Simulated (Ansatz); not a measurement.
## Harmonic thermodynamics of CaO

Theory: Ansatz, DFT PBE, scalar-relativistic, plane waves, PAW. Cutoff 420 eV, 8×8×8 k-points (Γ-centred), fixed occupations. No spin polarisation. Phonons by linear response, acoustic sum rule imposed.

Equilibrium structure at this level:
```
CELL_PARAMETERS angstrom
0.00000 2.41545 2.41545
2.41545 0.00000 2.41545
2.41545 2.41545 0.00000
ATOMIC_POSITIONS crystal
Ca 0.50000 0.50000 0.50000
O 0.00000 0.00000 0.00000
```

The cell has the rock salt type, in a space group that the Crystallography Open Database lists for this formula; it was reached from a generator's guess.

Force constants from linear response on a 4×4×4 q mesh, interpolated to a fine mesh.

Phonon density of states, in bins of 10 cm⁻¹:
| bin centre (cm⁻¹) | share of modes (%) |
| --- | --- |
| 5 | 0.0 |
| 15 | 0.0 |
| 25 | 0.0 |
| 35 | 0.0 |
| 45 | 0.1 |
| 55 | 0.1 |
| 65 | 0.1 |
| 75 | 0.2 |
| 85 | 0.3 |
| 95 | 0.4 |
| 105 | 0.5 |
| 115 | 0.7 |
| 125 | 0.9 |
| 135 | 1.2 |
| 145 | 1.6 |
| 155 | 2.1 |
| 165 | 3.2 |
| 175 | 4.2 |
| 185 | 4.3 |
| 195 | 4.5 |
| 205 | 3.2 |
| 215 | 2.5 |
| 225 | 2.1 |
| 235 | 1.9 |
| 245 | 1.7 |
| 255 | 1.4 |
| 265 | 3.3 |
| 275 | 7.7 |
| 285 | 10.2 |
| 295 | 11.7 |
| 305 | 4.5 |
| 315 | 2.4 |
| 325 | 2.7 |
| 335 | 2.5 |
| 345 | 1.0 |
| 355 | 0.4 |
| 365 | 0.6 |
| 375 | 1.0 |
| 385 | 1.2 |
| 395 | 1.1 |
| 405 | 1.1 |
| 415 | 1.2 |
| 425 | 1.2 |
| 435 | 1.3 |
| 445 | 1.3 |
| 455 | 1.3 |
| 465 | 1.1 |
| 475 | 0.9 |
| 485 | 0.8 |
| 495 | 0.7 |
| 505 | 0.6 |
| 515 | 0.5 |
| 525 | 0.4 |
| 535 | 0.1 |

(1) How much zero-point energy does an atom carry?

(2) How large are the vibrational entropy and heat capacity at 300 K?

(3) Tabulate them against temperature.

Answers

(1) 51.6 meV.

(2) S = 2.55 k_B and C_V = 2.57 k_B per atom, 86 % of the Dulong–Petit value.

(3)
```csv
T (K),F_vib (meV/atom),S (k_B/atom),C_V (k_B/atom)
100,50.6,0.46,1.05
200,41.8,1.59,2.16
300,23.8,2.55,2.57
400,-1.7,3.32,2.74
500,-33.0,3.94,2.83
600,-69.3,4.46,2.88
700,-109.7,4.91,2.91
800,-153.7,5.30,2.93
900,-200.9,5.65,2.95
1000,-250.9,5.96,2.96
```
